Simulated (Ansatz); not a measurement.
**Tc and the effect of the functional**

```cif
data_structure
_symmetry_space_group_name_H-M 'P6_3/mmc'
_symmetry_Int_Tables_number 194
_cell_length_a 2.7400
_cell_length_b 2.7400
_cell_length_c 4.3980
_cell_angle_alpha 90.000
_cell_angle_beta 90.000
_cell_angle_gamma 120.000
_cell_volume 28.59
loop_
_atom_site_label
_atom_site_type_symbol
_atom_site_symmetry_multiplicity
_atom_site_Wyckoff_symbol
_atom_site_fract_x
_atom_site_fract_y
_atom_site_fract_z
_atom_site_occupancy
Tc1 Tc 2 c 0.66667 0.33333 0.75000 1
```

Kept alike: task equation of state; k mesh 11 × 11 × 6; occupations fermi-dirac, width 0.05 eV; no spin polarisation. Program: Ansatz, Ansatz PAW, cutoff 500 eV. The mesh is that of the run's cell of 2 atoms. No spin-orbit coupling.

| functional | volume (Å³/atom) | bulk modulus (GPa) |
| --- | --- | --- |
| LDA | 13.767 | 342.5 |
| PBE | 14.435 | 299.0 |
| r2SCAN | 14.199 | 319.3 |

For a metal such a mesh leaves the last digits unconverged. Volume and modulus come from cells scaled at fixed shape and fractions; off cubic symmetry such a modulus can lie above the relaxed one. All rows use potentials made for PBE.

Question: What does the functional change here?

Answer: The volume runs from 13.767 (LDA) to 14.435 Å³/atom (PBE). From PBE: LDA -0.668; r2SCAN -0.236. The bulk modulus runs from 299.0 (PBE) to 342.5 GPa (LDA). From PBE: LDA +43.5; r2SCAN +20.3.
